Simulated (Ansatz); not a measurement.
Re:

```xyz
1
Lattice="0.0000 1.9750 1.9750 1.9750 0.0000 1.9750 1.9750 1.9750 0.0000" Properties=species:S:1:pos:R:3 pbc="T T T"
Re    0.0000    0.0000    0.0000
```

This isn't the form of Re at room conditions, which is hcp.

Base run:

- Program: Ansatz 0.2.0
- Functional: LDA
- Potentials or basis: Ansatz PAW
- Cutoff: 420 eV
- Density cutoff: 1680 eV
- k mesh: 9 × 9 × 9
- Occupations: gaussian, width 0.05 eV
- Spin: spin-orbit coupling, no magnetisation

Its results: band gap on the k mesh none (metal or under the smearing width); pressure -22.8 GPa.

The run is repeated on the same cell with these changes: k mesh from 9 × 9 × 9 to 12 × 12 × 12; spin from spin-orbit coupling, no magnetisation to no spin polarisation; potential files from those of the base run to others of the same set. What comes out?

Band gap on the k mesh none (metal or under the smearing width); pressure -23.7 GPa.

Several settings changed at once, so the effect can't be laid on one alone.

Caveats: so large a pressure means that the cell lies far from this level's equilibrium, or that cutoff or potentials fall short; the PAW data sets come from PBE, with cores solved anew for the run's functional, which leaves a small shift of forces and pressure.

Not every run made on this cell is shown here.
